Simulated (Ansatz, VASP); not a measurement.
## WS2: VASP beside Ansatz

```
CELL_PARAMETERS angstrom
3.11508 0.00000 0.00000
-1.55754 2.69774 0.00000
0.00000 0.00000 12.24483
ATOMIC_POSITIONS crystal
W 0.33333 0.66667 0.25000
W 0.66667 0.33333 0.75000
S 0.33333 0.66667 0.62500
S 0.66667 0.33333 0.12500
S 0.33333 0.66667 0.87500
S 0.66667 0.33333 0.37500
```

Alike in both runs: task single point; functional PBE; k mesh 9 × 9 × 2; occupations gaussian, width 0.05 eV; no spin polarisation.

```csv
,VASP,Ansatz
version,VASP 6.6.1,Ansatz 0.2.0
potentials or method,"VASP PAW PBE potentials, release 64 (W_sv, S)","scalar-relativistic, plane waves, PAW"
plane-wave cutoff (eV),520,500
valence electrons in the cell,52,52
```

VASP gave:

| Quantity | Value |
| --- | --- |
| gap on the k mesh at the Fermi level (eV) | 1.11 |
| pressure (GPa) | 13.8 |
| largest component of the traceless stress (GPa) | 1.96 |
| rms of the force components (eV/Å) | 0.623 |

Q: Estimate Ansatz's values.

A: gap on the k mesh at the Fermi level (eV): 1.10; pressure (GPa): 13.8; largest component of the traceless stress (GPa): 1.97; rms of the force components (eV/Å): 0.622.

Atom by atom the forces differ by 0.001 eV/Å (rms over components).

Caveats: spin-orbit coupling is left out, which moves the levels of the heavy elements; an odd mesh through Γ misses points on the zone boundary, where band edges often lie; this functional lacks dispersion, which binds the layers, so the pressure and a relaxed spacing across them are unreliable; forces of over 1 eV/Å show positions far from the minimum, so gaps and moduli don't describe the material at rest. A hybrid or GW would open this gap; PBE tends to underestimate it.
